## Estimating where the s, p and d character of grey tin lies

The row Sn1_d looks wrong. A tin atom has a full 4d shell of ten electrons, yet the row holds 0.07 d electrons, centred only 3.48 eV below the Fermi energy. The 4d shell is in fact intact: it lies below −12 eV, where the energy window of this analysis begins. What the row records is a trace of d character in the bonding bands, and its position can be estimated together with those of s and p.

Grey tin (diamond structure, 33.80 Å³ per atom) in VASP 6.6.1 with the optB86b-vdW functional and PAW PBE potentials (Sn_d), without spin–orbit coupling; 7×7×7 k mesh, 520 eV cutoff, Methfessel–Paxton smearing of 0.1 eV. The projections cover filled states from −12 eV up to the Fermi energy, which is the zero for the band centres.

```csv
projection name,projection electrons (e),projection band centre (eV)
Sn1_d,0.070,-3.480
Sn2_d,0.070,-3.480
Sn1_p,1.240,-2.650
Sn2_p,1.240,-2.650
Sn1_s,1.180,-7.280
Sn2_s,1.180,-7.280
```

Each row takes the filled states inside the window and asks how much of them looks like an s, p or d orbital inside a sphere around one atom. The band centre is the mean energy of that portion, measured from the Fermi energy. The two atoms are equivalent by symmetry, so the six rows contain three independent centres.

Three fractions are worth remembering. Let W be the width that a free-electron gas would have at the density of the bonding electrons, here about 9 eV. The s character then lies about three quarters of W below the Fermi energy, the p character about one quarter, and the trace of d about two fifths.

**The mean of the band.** Tin in the diamond structure has four bonding electrons per atom. Treat them first as a free-electron gas that fills its levels from the bottom up to W. The mean energy of such a gas is 3/5 of W above the bottom, hence 2/5 of W below the top. The calculation finds no gap on its mesh, so the top of the filled band and the Fermi energy can be taken as the same zero.

**The splitting between s and p.** A free-electron gas already puts s below p, but by far too little. The larger splitting in tin reflects the deeper s level of the atom, and a picture of bonds brings that level in. Each atom forms four sp³ hybrids, and each hybrid joins one from a neighbour in a bond orbital that holds two electrons. Two bonds that meet at an atom are coupled, because a hybrid is a mixture of a deeper s level and a higher p level. Call this coupling −t, with t positive: bonds in phase at an atom build up s character there and gain energy.

The rest is counting. Seen from one atom, s character is the sum of its four bonds in phase. Each bond then has three partners in phase, which puts s at −3t from the mean. For p character two bonds carry a plus sign and two a minus sign, so each bond has one partner in phase and two out of phase, which gives −t + 2t = +t.

The coupling also sets the width of the band. In the electron state that has every bond of the crystal in phase, each bond feels three partners at both of its ends, and the energy is −6t from the mean. The highest states lie at +2t. The width is therefore 8t. The rule now assumes that this width equals the free-electron width W. Then t = W/8, which places s 3/8 of W below the mean and p 1/8 of W above it.

**Two rows worked in full.** The volume is 33.8 Å³ per atom.

- Density of bonding electrons: n = 4/33.8 = 0.118 per Å³.
- Fermi wave number: k = (3π²n)^(1/3) = 1.52 per Å.
- Width: W = 3.8 eV Å² × k² = 8.8 eV.
- Sn1_s: −(2/5 + 3/8) W = −6.8 eV; the calculation gives −7.28 eV.
- Sn1_p: −(2/5 − 1/8) W = −2.4 eV; the calculation gives −2.65 eV.

**The trace of d.** The bonds of neighbouring atoms reach into the sphere, and their tails, described from the centre of that sphere, contain some d character. If these tails sample the whole band evenly, which is a guess, their centre is the mean of the band, −2/5 of W or −3.5 eV. The computed d centre agrees far more closely than so rough an argument deserves. Its place between s and p is the more useful result.

**How good the rule is.** With the unrounded fractions of the worked rows, the largest error over the table is 0.5 eV, for s, and no estimate is off by more than 9 % of the computed centre. Rounding the fractions to three quarters and one quarter raises the largest error to 0.7 eV. The fractions follow from the derivation, but the two pictures were joined with the computed centres already known. The agreement therefore shows that the recipe is consistent with this crystal; it is no independent test. The printed output below compares the rule with each of its two ingredients used alone.

That comparison shows why both are needed. In a free-electron gas seen through a very small sphere, every electron shows the same amount of s character, so the s centre stays at the mean and misses the computed one by 3.8 eV. Larger spheres would favour the slow waves and lower this centre somewhat. The bond model alone, given the same width W, separates s from p by nearly the right amount, but it puts s too high by 1.8 eV. Its upper bands are too flat and crowd near the top, which pulls the mean of the whole band upwards.

**Where the rule stops.** W should be calculated from the density and not replaced by the true width of the band. That width is roughly 11 eV, a recalled value, and inserting it raises the largest error to 1.2 eV. If the recalled value holds, the free-electron width is too small as a width, and this error offsets others in the recipe.

The rule gives energies, not electron counts. The spheres capture only 62 % of the four bonding electrons, and they tend to lose more of the spread-out p character than of s. The nearly equal s and p counts in the table are therefore not the true ratio in the bonds. Ideal sp³ bonding has one s electron for three p electrons. The 1.18 s electrons inside the sphere hint at a somewhat larger share of s, as its deeper level would favour, though tails from neighbouring atoms are counted there too.

The zero of energy is itself uncertain by a few tenths of an eV. Spin–orbit coupling, which this calculation leaves out, splits the p states at the top of the band and so shifts the level from which all the centres are measured. The distance between s and p does not depend on the choice of zero and is the safer quantity: the rule gives W/2 = 4.4 eV, the calculation 4.6 eV.

The rule should not be scaled freely with volume either. If the same crystal is stretched to 5 % more volume, W shrinks, and the rule taken literally raises the s centre by about 0.2 eV. But the coupling t comes from the distance between the atomic s and p levels, which hardly changes when the atoms move apart. Setting t = W/8 is a match made at one density. The s centre is thus expected to rise, though probably by less, and a table with one crystal at one volume can test neither this nor the use of the rule for other elements.

The analysis program printed:

```
valence electrons per cubic angstrom: 0.1183
free-electron Fermi wave number in 1/angstrom: 1.519
free-electron width W in eV: 8.79
centres in eV from the Fermi energy:
    row  computed    rule  rule less computed  bond model alone  free waves alone
  Sn1_d     -3.48  -3.516            -0.03581            -2.197            -1.953
  Sn2_d     -3.48  -3.516            -0.03581            -2.197            -1.953
  Sn1_p     -2.65  -2.417              0.2329            -1.099            -2.511
  Sn2_p     -2.65  -2.417              0.2329            -1.099            -2.511
  Sn1_s     -7.28  -6.812              0.4681            -5.493            -3.516
  Sn2_s     -7.28  -6.812              0.4681            -5.493            -3.516
rms miss of the rule in eV: 0.3026
largest miss of the rule in eV: 0.4681
largest miss relative to the computed centre in percent: 8.788
largest miss of the bond model alone in eV: 1.787
largest miss of free waves alone in eV: 3.764
computed s to p separation in eV: 4.63
s to p separation by the rule (W/2) in eV: 4.395
mean of computed s and p centres with weights one to three in eV: -3.808
mean of the band by the rule in eV: -3.516
largest miss if W is replaced by a recalled 11 eV, in eV: 1.245
shift of the s estimate for 5 percent more volume in eV: 0.218
projected s+p+d electrons per atom: 2.49
share of the four valence electrons that is projected in percent: 62.25
```
